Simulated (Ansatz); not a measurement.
The system is Rb.

```
Rb
1.0
    -2.80250    2.80250    2.80250
     2.80250   -2.80250    2.80250
     2.80250    2.80250   -2.80250
Rb
1
Direct
  0.00000 0.00000 0.00000
```

Base run:

```yaml
Program: Ansatz 0.2.0
Functional: PBEsol
Potentials_or_basis: all-electron LAPW, scalar-relativistic
Cutoff: 52 eV (chosen from the basis error)
Basis_error_allowed: 0.001 eV/atom
k_mesh: 7 × 7 × 7
Occupations: gaussian, width 0.1 eV
Spin: no spin polarisation
```

Its results: band gap on the k mesh none (metal or under the smearing width); pressure -0.1 GPa.

Task: The run is repeated on the same cell with these changes: functional from PBEsol to RPBE; occupations from gaussian, width 0.1 eV to gaussian, width 0.05 eV. What comes out?

Result: Band gap on the k mesh none (metal or under the smearing width); pressure 0.4 GPa.
